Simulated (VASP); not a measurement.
Write the native input for VASP 6.6.1 that does the following.

* Task: single point
* Functional: LDA
* Potentials or basis: VASP PAW LDA potentials, release 64 (Tl_d)
* Cutoff: 520 eV
* k mesh: 10 × 10 × 10
* Occupations: gaussian, width 0.1 eV
* Spin: no spin polarisation
* Further INCAR settings: ALGO = Normal; EDIFF = 1e-06

The structure of Tl lies in POSCAR:

```
Tl
1.0
   -1.9559951735      1.9559951735      1.9559951735
    1.9559951735     -1.9559951735      1.9559951735
    1.9559951735      1.9559951735     -1.9559951735
Tl
1
Direct
    0.0000000000      0.0000000000      0.0000000000
```

This isn't the form of Tl at room conditions, which is hcp.

The input as run:

INCAR

```
SYSTEM = Tl
PREC = Accurate
ENCUT = 520
EDIFF = 1E-6
ISMEAR = 0
SIGMA = 0.1
LREAL = .False.
LASPH = .True.
NELM = 80
ALGO = Normal
ISIF = 2
LWAVE = .False.
LCHARG = .False.
```

KPOINTS

```
regular mesh
0
Gamma
  10 10 10
  0 0 0
```

Potentials or basis: VASP PAW LDA potentials, release 64 (Tl_d).

Run with:

```console
$ cat potpaw_LDA.64/Tl_d/POTCAR > POTCAR
$ mpirun -np 1 vasp_std > vasp.out
```

Results of the run:

```
Pressure               : -3.1 GPa
Band gap on the k mesh : none (metal or under the smearing width)
```

Run time: 17 s on 1 thread of Intel(R) Xeon(R) Platinum 8488C (Sapphire Rapids), with other jobs on the host, peak memory 0.14 GiB.
